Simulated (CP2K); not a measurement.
Here is a CP2K 2026.2 calculation.

File ktao3_bands.inp:

```
&GLOBAL
  PROJECT ktao3_bands
  RUN_TYPE ENERGY_FORCE
  PRINT_LEVEL LOW
&END GLOBAL
&FORCE_EVAL
  METHOD QS
  STRESS_TENSOR ANALYTICAL
  &DFT
    BASIS_SET_FILE_NAME BASIS_MOLOPT
    POTENTIAL_FILE_NAME GTH_POTENTIALS
    &MGRID
      CUTOFF 600
      REL_CUTOFF 60
      NGRIDS 4
    &END MGRID
    &QS
      METHOD GPW
      EPS_DEFAULT 1.0E-9
    &END QS
    &KPOINTS
      SCHEME MONKHORST-PACK 7 7 7
      GAMMA_CENTERED T
      SYMMETRY T
      SYMMETRY_BACKEND SPGLIB
    &END KPOINTS
    &SCF
      SCF_GUESS ATOMIC
      EPS_SCF 1.0E-6
      MAX_SCF 100
      ADDED_MOS 19
      CHOLESKY OFF
      EPS_EIGVAL 1.0E-7
      &DIAGONALIZATION ON
        ALGORITHM STANDARD
      &END DIAGONALIZATION
      &MIXING ON
        METHOD BROYDEN_MIXING
        ALPHA 0.4
        BETA 1.5
        NBUFFER 8
      &END MIXING
      &SMEAR ON
        METHOD FERMI_DIRAC
        ELECTRONIC_TEMPERATURE [K] 580.226
      &END SMEAR
    &END SCF
    &XC
      &XC_FUNCTIONAL
        &LDA_X
        &END LDA_X
        &LDA_C_PW
        &END LDA_C_PW
      &END XC_FUNCTIONAL
    &END XC
    &PRINT
      &KPOINTS ON
      &END KPOINTS
      &MULLIKEN ON
      &END MULLIKEN
      &MO ON
        ENERGIES T
        OCCUPATION_NUMBERS T
        &EACH
          QS_SCF 0
        &END EACH
        ADD_LAST NUMERIC
      &END MO
      &BAND_STRUCTURE
        FILE_NAME bands.bs
        ADDED_MOS 6
        &KPOINT_SET
          UNITS B_VECTOR
          NPOINTS 8
          SPECIAL_POINT GAMMA 0.00000000 0.00000000 0.00000000
          SPECIAL_POINT X 0.00000000 0.50000000 0.00000000
          SPECIAL_POINT M 0.50000000 0.50000000 0.00000000
          SPECIAL_POINT GAMMA 0.00000000 0.00000000 0.00000000
          SPECIAL_POINT R 0.50000000 0.50000000 0.50000000
          SPECIAL_POINT X 0.00000000 0.50000000 0.00000000
        &END KPOINT_SET
        &KPOINT_SET
          UNITS B_VECTOR
          NPOINTS 8
          SPECIAL_POINT M 0.50000000 0.50000000 0.00000000
          SPECIAL_POINT R 0.50000000 0.50000000 0.50000000
        &END KPOINT_SET
      &END BAND_STRUCTURE
    &END PRINT
  &END DFT
  &SUBSYS
    &CELL
      ABC 3.9883000000 3.9883000000 3.9883000000
      ALPHA_BETA_GAMMA 90.0000000000 90.0000000000 90.0000000000
      PERIODIC XYZ
    &END CELL
    &COORD
      SCALED
      Ta  0.0000000000 0.0000000000 0.0000000000
      K   0.5000000000 0.5000000000 0.5000000000
      O   0.0000000000 0.0000000000 0.5000000000
      O   0.0000000000 0.5000000000 0.0000000000
      O   0.5000000000 0.0000000000 0.0000000000
    &END COORD
    &KIND Ta
      BASIS_SET DZVP-MOLOPT-SR-GTH-q13
      POTENTIAL GTH-PBE-q13
    &END KIND
    &KIND K
      BASIS_SET DZVP-MOLOPT-SR-GTH-q9
      POTENTIAL GTH-PBE-q9
    &END KIND
    &KIND O
      BASIS_SET DZVP-MOLOPT-SR-GTH-q6
      POTENTIAL GTH-PBE-q6
    &END KIND
    &PRINT
      &ATOMIC_COORDINATES ON
      &END ATOMIC_COORDINATES
      &CELL ON
      &END CELL
    &END PRINT
  &END SUBSYS
  &PRINT
    &FORCES ON
    &END FORCES
    &STRESS_TENSOR ON
    &END STRESS_TENSOR
  &END PRINT
&END FORCE_EVAL
```

Potentials or basis: GTH_POTENTIALS Ta GTH-PBE-q13, K GTH-PBE-q9, O GTH-PBE-q6; DZVP-MOLOPT-SR-GTH basis.

Run with:

```console
$ OMP_NUM_THREADS=1 cp2k.psmp -i ktao3_bands.inp -o ktao3_bands.out
```

Problem. What does it give for the Mulliken charges?

Solution. Ta +0.82; K +0.71; O -0.51 e.

Problem. What does it give for the band gap on the k mesh?

Solution. 2.05 eV, indirect (least direct gap 2.77 eV).

Problem. Predict the band gap along the path.

Solution. 1.99 eV, indirect (least direct gap 2.77 eV).

Problem. Predict the pressure.

Solution. -6.1 GPa.

Levels at the corners of the path, in eV from the valence-band top:
| point | band 17 | band 18 | band 19 | band 20 | band 21 | band 22 | band 23 | band 24 |
| --- | --- | --- | --- | --- | --- | --- | --- | --- |
| Γ | -1.14 | -0.79 | -0.79 | -0.79 | 1.99 | 1.99 | 1.99 | 6.34 |
| X | -2.28 | -1.65 | -1.01 | -1.01 | 2.17 | 4.98 | 4.98 | 6.79 |
| M | -1.84 | -1.52 | -1.52 | -0.05 | 5.02 | 5.02 | 6.31 | 7.59 |
| Γ | -1.14 | -0.79 | -0.79 | -0.79 | 1.99 | 1.99 | 1.99 | 6.34 |
| R | -4.02 | 0.00 | 0.00 | 0.00 | 6.47 | 6.47 | 6.47 | 8.61 |
| X | -2.28 | -1.65 | -1.01 | -1.01 | 2.17 | 4.98 | 4.98 | 6.79 |
| M | -1.84 | -1.52 | -1.52 | -0.05 | 5.02 | 5.02 | 6.31 | 7.59 |
| R | -4.02 | 0.00 | 0.00 | 0.00 | 6.47 | 6.47 | 6.47 | 8.61 |

Caveat: the potentials were made for another functional, which shifts forces and pressure; spin-orbit coupling is left out, which moves the levels of the heavy elements; the basis of atomic orbitals isn't converged, which shifts pressures, moduli and gaps. LDA gaps usually lie below the measured ones, often by a third to a half.
